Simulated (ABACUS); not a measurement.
# Mo (Im-3m) in ABACUS: a series of runs

The runs below take Mo through equation of state, with PBE.

Program: ABACUS 3.10.1. These are calculated values, not measurements. Logs are shortened: lines on timing, memory, paths and dates and some standing lists are left out, and cuts for length are marked.

### 1 Starting point

Symmetry: Im-3m, No. 229, cubic system. The conventional cell has a = 3.168 Å, b = 3.168 Å, c = 3.168 Å, α = 90.00°, β = 90.00°, γ = 90.00°. Mo (site symmetry m-3m) has 8 Mo at 2.74 Å as nearest neighbours.

### 2 Equation of state, PBE, 14.94 Å³/atom (volume scaled by 0.94)

Contents of INPUT:

```
INPUT_PARAMETERS
suffix              Mo
calculation         scf
basis_type          pw
pseudo_dir          ./
symmetry            1
dft_functional      pbe
ecutwfc             81
pseudo_rcut         7
nspin               1
nbands              11
ks_solver           dav
smearing_method     fd
smearing_sigma      0.00367493
scf_thr             1e-08
scf_nmax            100
mixing_type         broyden
mixing_beta         0.7
cal_force           1
cal_stress          1
kpar                4
```

Contents of STRU:

```
ATOMIC_SPECIES
Mo 95.9500 Mo_ONCV_PBE-1.2.upf

LATTICE_CONSTANT
1.8897261246

LATTICE_VECTORS
-1.5514772677 1.5514772677 1.5514772677
1.5514772677 -1.5514772677 1.5514772677
1.5514772677 1.5514772677 -1.5514772677

ATOMIC_POSITIONS
Direct

Mo
0.0
1
0.0000000000 0.0000000000 0.0000000000 1 1 1
```

Contents of KPT:

```
K_POINTS
0
Gamma
8 8 8 0 0 0
```

Potentials or basis: SG15 ONCV 1.2 PBE, plane waves.

The run is started by

```bash
> OMP_NUM_THREADS=1 mpirun -np 4 abacus > log
```

running log:

```text
ABACUS v3.10.1

               Atomic-orbital Based Ab-initio Computation at UStc

 ------------------------------------------------------------------------------------

 READING GENERAL INFORMATION
                           global_out_dir = OUT.Mo/
                           global_in_card = INPUT
                               pseudo_dir = ./
                              orbital_dir =
                                    DSIZE = 4
                                    GSIZE = 1

 READING UNITCELL INFORMATION
                                    ntype = 1
                  lattice constant (Bohr) = 1.88973
              lattice constant (Angstrom) = 1

 READING ATOM TYPE 1
                               atom label = Mo
                      L=0, number of zeta = 1
                      L=1, number of zeta = 1
                      L=2, number of zeta = 1
             number of atom for this type = 1

                        TOTAL ATOM NUMBER = 1
DIRECT COORDINATES
    atom                   x                   y                   z     mag                  vx                  vy                  vz
taud_Mo1            0.0000000000        0.0000000000        0.0000000000  0.0000        0.0000000000        0.0000000000        0.0000000000

                          Volume (Bohr^3) = 100.807
                             Volume (A^3) = 14.9381

 Lattice vectors: (Cartesian coordinate: in unit of a_0)
             -1.55148            +1.55148            +1.55148
             +1.55148            -1.55148            +1.55148
             +1.55148            +1.55148            -1.55148
 Reciprocal vectors: (Cartesian coordinate: in unit of 2 pi/a_0)
                   +0           +0.322273           +0.322273
            +0.322273                  +0           +0.322273
            +0.322273           +0.322273                  +0
 The esolver type has been set to : ksdft_pw

                PAO radial cut off (Bohr) = 7

 Read in pseudopotential file is Mo_ONCV_PBE-1.2.upf
                     pseudopotential type = NC
          exchange-correlation functional = PBE
                 nonlocal core correction = 0
                        valence electrons = 14
                                     lmax = 2
                           number of zeta = 0
                     number of projectors = 6
                           L of projector = 0
                           L of projector = 0
                           L of projector = 1
                           L of projector = 1
                           L of projector = 2
                           L of projector = 2
     initial pseudo atomic orbital number = 0

 SETUP THE ELECTRONS NUMBER
            electron number of element Mo = 14
      total electron number of element Mo = 14
            AUTOSET number of electrons:  = 14
                           occupied bands = 7
                                   NBANDS = 11
                                   NLOCAL = 9

%%%%%%%%%%%%%%%%%%%%%%%%%%%%%%%%%%%%%%%%%%%%%%%%%%%%%%%%%%%%%%%%%%%%%%%%%%%%%%%%%%%%%%%%%%%%%%%%%%%%%%%%%%
 Warning: the number of valence electrons in pseudopotential > 6 for Mo: [Kr] 4d5 5s1
 Pseudopotentials with additional electrons can yield (more) accurate outcomes, but may be less efficient.
 If you're confident that your chosen pseudopotential is appropriate, you can safely ignore this warning.
%%%%%%%%%%%%%%%%%%%%%%%%%%%%%%%%%%%%%%%%%%%%%%%%%%%%%%%%%%%%%%%%%%%%%%%%%%%%%%%%%%%%%%%%%%%%%%%%%%%%%%%%%%

 SETUP THE PLANE WAVE BASIS
 energy cutoff for charge/potential (unit:Ry) = 324
            fft grid for charge/potential = [ 30, 30, 30 ]
                        fft grid division = [ 1, 1, 1 ]
        big fft grid for charge/potential = [ 30, 30, 30 ]
                                     nbxx = 27000
                                     nrxx = 27000

 SETUP PLANE WAVES FOR CHARGE/POTENTIAL
                    number of plane waves = 10005
                         number of sticks = 627

 PARALLEL PW FOR CHARGE/POTENTIAL
     PROC   COLUMNS(POT)             PW
        1            627          10005
 --------------- sum -------------------
        1            627          10005
                            number of |g| = 132
                                  max |g| = 29.2886
                                  min |g| = 0

----------- Double Check Mixing Parameters Begin ------------
mixing_type: broyden
mixing_beta: 0.7
mixing_gg0: 1
mixing_gg0_min: 0.1
mixing_ndim: 8
----------- Double Check Mixing Parameters End ------------

 LATTICE VECTORS: (CARTESIAN COORDINATE: IN UNIT OF A0)
             -1.55148            +1.55148            +1.55148
             +1.55148            -1.55148            +1.55148
             +1.55148            +1.55148            -1.55148
                       right hand lattice = 1
                                   NORM_A = 2.68724
                                   NORM_B = 2.68724
                                   NORM_C = 2.68724
                           ALPHA (DEGREE) = 109.471
                           BETA  (DEGREE) = 109.471
                           GAMMA (DEGREE) = 109.471

 The lattice vectors have been changed (STRU_SIMPLE.cif)

(for optimal symmetric configuration:)
                             BRAVAIS TYPE = 2
                     BRAVAIS LATTICE NAME = 02. Cubic I (body-centered)
                                    ibrav = 2
                                    IBRAV = 2
                                  BRAVAIS = BODY CENTERED CUBIC
                       LATTICE CONSTANT A = 3.10295
Original cell was already a primitive cell.
                        ROTATION MATRICES = 48
              PURE POINT GROUP OPERATIONS = 48
                   SPACE GROUP OPERATIONS = 48
                              POINT GROUP = O_h
               POINT GROUP IN SPACE GROUP = O_h

 SETUP K-POINTS
                                    nspin = 1
                   Input type of k points = Monkhorst-Pack(Gamma)
                                   nkstot = 512
                       right hand lattice = 1
(for reciprocal lattice: )
                             BRAVAIS TYPE = 3
                     BRAVAIS LATTICE NAME = 03. Cubic F (face-centered)
                                    ibrav = 3
                       right hand lattice = 1
(for k-lattice: )
                             BRAVAIS TYPE = 3
                     BRAVAIS LATTICE NAME = 03. Cubic F (face-centered)
                                    ibrav = 3
                       right hand lattice = 1
                        ROTATION MATRICES = 48
                               nkstot_ibz = 29
K-POINTS REDUCTION ACCORDING TO SYMMETRY
     IBZ    DIRECT_X    DIRECT_Y    DIRECT_Z  WEIGHT  ibz2bz
       1  0.00000000  0.00000000  0.00000000  0.0020       0
       2 -0.12500000  0.12500000  0.00000000  0.0234       1
       3 -0.25000000  0.25000000  0.00000000  0.0234       2
       4 -0.37500000  0.37500000  0.00000000  0.0234       3
       5  0.50000000  0.50000000  0.00000000  0.0117       4
       6 -0.25000000  0.12500000  0.12500000  0.0469       9
[... 21 lines left out ...]
      28  0.50000000  0.50000000  0.37500000  0.0234     228
      29  0.50000000  0.50000000  0.50000000  0.0020     292

                               nkstot now = 29
[... K-POINTS DIRECT COORDINATES: 29 rows ...]

           k-point number in this process = 8
       minimum distributed K point number = 7
[... stars of the k points ...]

[... K-POINTS CARTESIAN COORDINATES: 8 rows ...]

[... K-POINTS DIRECT COORDINATES: 8 rows ...]

 SETUP PLANE WAVES FOR WAVE FUNCTIONS
     energy cutoff for wavefunc (unit:Ry) = 81
              fft grid for wave functions = [ 30, 30, 30 ]
                    number of plane waves = 1865
                         number of sticks = 205

 PARALLEL PW FOR WAVE FUNCTIONS
     PROC   COLUMNS(POT)             PW
        1            205           1865
 --------------- sum -------------------
        1            205           1865

 SETUP NONLOCAL PSEUDOPOTENTIALS IN PLANE WAVE BASIS
 Mo non-local projectors:
 projector 1 L=0
 projector 2 L=0
 projector 3 L=1
 projector 4 L=1
 projector 5 L=2
 projector 6 L=2
      TOTAL NUMBER OF NONLOCAL PROJECTORS = 18

 Init Non-Local PseudoPotential table :
 Init Non-Local-Pseudopotential done.

                                     npwx = 1253

 -------------------------------------------
 SELF-CONSISTENT
 -------------------------------------------
                                 init_chg = atomic

 PW ALGORITHM --------------- ION=   1  ELEC=   1--------------------------------
 Notice: Threshold on eigenvalues was too large.
 hsover_error=0.14 > DRHO=0.0652059
 Origin diag ethr = 0.01
 New diag ethr = 0.000465756

 Density error is 0.0589156880716
                          Error Threshold = 0.000465756336906
----------------------------------------------------------
     Energy           Rydberg                 eV
----------------------------------------------------------
 E_KohnSham     -137.1399173758      -1865.8842995603
 E_Harris       -138.7614256073      -1887.9460508629
 E_Fermi        1.6749529644         22.7889041979
----------------------------------------------------------
[... 63 lines left out ...]
 Density error is 1.73614481266e-09
                          Error Threshold = 7.75000399811e-11
----------------------------------------------------------
     Energy           Rydberg                 eV
----------------------------------------------------------
 E_KohnSham     -137.1539774063      -1866.0755960894
 E_KS(sigma->0) -137.1536823247      -1866.0715812974
 E_Harris       -137.1539291428      -1866.0749394306
 E_band         -2.7380103856        -37.2525424270
 E_one_elec     -17.3560895319       -236.1417126324
 E_Hartree      17.5607730503        238.9265747693
 E_xc           -15.7137864512       -213.7970328917
 E_Ewald        -121.6442843102      -1655.0553957506
 E_entropy(-TS) -0.0005901633        -0.0080295840
 E_descf        0.0000000000         0.0000000000
 E_exx          0.0000000000         0.0000000000
 E_Fermi        1.6399585935         22.3127813551
----------------------------------------------------------

 charge density convergence is achieved
 final etot is -1866.0755961 eV
 EFERMI = 22.312781355 eV

 STATE ENERGY(eV) AND OCCUPATIONS    NSPIN == 1
 1/8 kpoint (Cartesian) = 0.0000 0.0000 0.0000 (1253 pws)
       1       -38.8652     0.00390625
       2       -12.0317     0.00390625
       3       -12.0317     0.00390625
       4       -12.0317     0.00390625
       5        15.0397     0.00390625
       6        20.9533     0.00390625
       7        20.9533     0.00390625
       8        20.9533     0.00390625
       9        24.1510    4.21835e-19
      10        24.1510    4.21835e-19
      11        37.6155        0.00000
[... 53 lines left out ...]
 6/8 kpoint (Cartesian) = 0.080568 -0.040284 -0.040284 (1239 pws)
       1       -38.7415      0.0937500
       2       -12.6839      0.0937500
       3       -12.2029      0.0937500
       4       -12.0932      0.0937500
       5        16.8529      0.0937500
       6        20.1862      0.0937500
       7        20.2554      0.0937500
       8        23.1334    6.98534e-09
       9        23.2394    8.38414e-10
      10        24.4700    1.71635e-20
      11        38.8411        0.00000

[... levels at 2 further k points ...]

------------------------------------------------------------------------------------------
 TOTAL-FORCE (eV/Angstrom)
------------------------------------------------------------------------------------------
                       Mo1         0.0000000000         0.0000000000         0.0000000000
------------------------------------------------------------------------------------------

----------------------------------------------------------------
 TOTAL-STRESS (KBAR)
----------------------------------------------------------------
       163.9199047508         0.0000000000         0.0000000000
         0.0000000000       163.9199047508        -0.0000000000
        -0.0000000000        -0.0000000000       163.9199047508
----------------------------------------------------------------
 TOTAL-PRESSURE: 163.919905 KBAR

 --------------------------------------------
 !FINAL_ETOT_IS -1866.0755960893991414 eV
 --------------------------------------------
```

Wall time 6.7 s (4 MPI ranks of Intel Xeon Platinum 8259CL at 2.50GHz (Skylake/Cascade Lake), shared host); peak memory 0.24 GiB.

Results:

```
Free energy            : -1866.0756 eV
Pressure               : 16.4 GPa
Band gap on the k mesh : none (metal or under the smearing width)
```

### 3 Equation of state, PBE, 15.57 Å³/atom (volume scaled by 0.98)

INPUT is that of step 2.

Contents of STRU:

```
ATOMIC_SPECIES
Mo 95.9500 Mo_ONCV_PBE-1.2.upf

LATTICE_CONSTANT
1.8897261246

LATTICE_VECTORS
-1.5731790612 1.5731790612 1.5731790612
1.5731790612 -1.5731790612 1.5731790612
1.5731790612 1.5731790612 -1.5731790612

ATOMIC_POSITIONS
Direct

Mo
0.0
1
0.0000000000 0.0000000000 0.0000000000 1 1 1
```

KPT is that of step 2.

Potentials or basis: SG15 ONCV 1.2 PBE, plane waves.

The run is started by

```bash
> OMP_NUM_THREADS=1 mpirun -np 4 abacus > log
```

Wall time 6.7 s (4 MPI ranks of Intel Xeon Platinum 8259CL at 2.50GHz (Skylake/Cascade Lake), shared host); peak memory 0.24 GiB.

The run converged. Its results:

| Item | Value |
| --- | --- |
| Free energy | -1866.1154 eV |
| Pressure | 4.1 GPa |
| Band gap on the k mesh | none (metal or under the smearing width) |

### 4 Equation of state, PBE, 16.21 Å³/atom (volume scaled by 1.02)

INPUT is that of step 3.

Contents of STRU:

```
ATOMIC_SPECIES
Mo 95.9500 Mo_ONCV_PBE-1.2.upf

LATTICE_CONSTANT
1.8897261246

LATTICE_VECTORS
-1.5942980787 1.5942980787 1.5942980787
1.5942980787 -1.5942980787 1.5942980787
1.5942980787 1.5942980787 -1.5942980787

ATOMIC_POSITIONS
Direct

Mo
0.0
1
0.0000000000 0.0000000000 0.0000000000 1 1 1
```

KPT is that of step 3.

The run is started by

```bash
> OMP_NUM_THREADS=1 mpirun -np 4 abacus > log
```

It took 5.4 s on 4 MPI ranks of Intel Xeon Platinum 8259CL at 2.50GHz (Skylake/Cascade Lake), shared host; peak memory 0.24 GiB.

It converged, with:

* Free energy: -1866.1111 eV
* Pressure: -5.9 GPa
* Band gap on the k mesh: none (metal or under the smearing width)

### 5 Equation of state, PBE, 16.85 Å³/atom (volume scaled by 1.06)

INPUT is that of step 4.

Contents of STRU:

```
ATOMIC_SPECIES
Mo 95.9500 Mo_ONCV_PBE-1.2.upf

LATTICE_CONSTANT
1.8897261246

LATTICE_VECTORS
-1.6148719360 1.6148719360 1.6148719360
1.6148719360 -1.6148719360 1.6148719360
1.6148719360 1.6148719360 -1.6148719360

ATOMIC_POSITIONS
Direct

Mo
0.0
1
0.0000000000 0.0000000000 0.0000000000 1 1 1
```

KPT is that of step 4.

The run is started by

```bash
> OMP_NUM_THREADS=1 mpirun -np 4 abacus > log
```

Run time: 2.2 s. Hardware: 4 MPI ranks of Intel Xeon Platinum 8259CL at 2.50GHz (Skylake/Cascade Lake), shared host; peak memory 0.24 GiB.

The run converged. Its results:

```
Free energy            : -1866.0708 eV
Pressure               : -14.1 GPa
Band gap on the k mesh : none (metal or under the smearing width)
```

### 6 Equation of state, PBE

Potentials or basis: SG15 ONCV 1.2 PBE, plane waves.

This step only gathers the single runs of the series.

Results:

| Item | Value |
| --- | --- |
| Equilibrium volume | 15.82 Å³/atom |
| Bulk modulus | 255 GPa |
| Pressure derivative of the bulk modulus | 4.1 (rough: it moves with the points fitted) |

Energy against volume, from the lowest point:
| volume (Å³/atom) | energy (meV/atom) |
| --- | --- |
| 14.938 | 39.79 |
| 15.574 | 0.00 |
| 16.209 | 4.33 |
| 16.845 | 44.54 |
